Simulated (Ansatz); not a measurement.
# BaZrO3: the cost of one run

Program: Ansatz 0.2.0. Level of theory: DFT PBEsol, scalar-relativistic, plane waves, PAW. These are calculated values, not measurements.

## 1. The system as given

It takes space group I4/mcm (No. 140, tetragonal). Conventional cell: a = 5.954 Å, b = 5.954 Å, c = 8.428 Å, α = 90.00°, β = 90.00°, γ = 90.00°. Around Ba (site symmetry -42m) lie 12 O at 2.92 to 3.04 Å. Zr (site symmetry 4/m) has 6 O at 2.11 Å as nearest neighbours. Around O (site symmetry 422) lie 2 Zr at 2.11 Å and 4 Ba at 2.98 Å. O (site symmetry m2m) has 2 Zr at 2.11 Å and 4 Ba at 2.92 to 3.04 Å as nearest neighbours.

Structure file:

```cif
data_structure
_symmetry_space_group_name_H-M 'I4/mcm'
_symmetry_Int_Tables_number 140
_cell_length_a 5.9539
_cell_length_b 5.9539
_cell_length_c 8.4279
_cell_angle_alpha 90.000
_cell_angle_beta 90.000
_cell_angle_gamma 90.000
_cell_volume 298.76
loop_
_atom_site_label
_atom_site_type_symbol
_atom_site_symmetry_multiplicity
_atom_site_Wyckoff_symbol
_atom_site_fract_x
_atom_site_fract_y
_atom_site_fract_z
_atom_site_occupancy
Ba1 Ba 4 b 0.00000 0.50000 0.25000 1
Zr1 Zr 4 c 0.00000 0.00000 0.00000 1
O1 O 4 a 0.50000 0.50000 0.25000 1
O2 O 8 h 0.73937 0.23937 0.00000 1
```

The structure comes from the Materials Project (structure only).

(A quick probe on a coarse mesh, which set the mesh and smearing, is not shown.)

## 3. The relaxation

input.yaml

```yaml
crystal:
  lattice:
    - [-2.976965205, 2.976965205, 4.21394229]
    - [2.976965205, -2.976965205, 4.21394229]
    - [2.976965205, 2.976965205, -4.21394229]
  atoms:
    - { symbol: Ba, position: [0.75, 0.25, 0.5] }
    - { symbol: Ba, position: [0.25, 0.75, 0.5] }
    - { symbol: Zr, position: [0.0, 0.0, 0.0] }
    - { symbol: Zr, position: [0.5, 0.5, 0.0] }
    - { symbol: O, position: [0.75, 0.75, 0.0] }
    - { symbol: O, position: [0.25, 0.25, 0.0] }
    - { symbol: O, position: [0.23936707, 0.73936707, 0.97873414] }
    - { symbol: O, position: [0.76063293, 0.26063293, 0.02126586] }
    - { symbol: O, position: [0.73936707, 0.76063293, 0.5] }
    - { symbol: O, position: [0.26063293, 0.23936707, 0.5] }
basis:
  ecutwfc: 420
kpoints:
  mp_grid: { grid: [6, 6, 6] }
hamiltonian:
  xc: pbesol
scf:
  occupations: { method: gaussian, width: 0.02 }
output:
  forces: true
  stress: true
  eigenvalues: true
relax:
  adjacent_minimum: "off"
  f_tol: 0.005
  max_steps: 80
  cell: { stress_tol: 0.05 }
```

The run is started by

```console
> ansatz run input.yaml --threads 2 --pin off --max-ram 5120MiB --backend cpu --events-out ev --progress --plain --runs-dir out
```

**Question.** How long does this run take on 2 threads of Arm Neoverse V1, shared host, and how much memory does it need?

About 80 s, with a peak of 0.56 GiB.
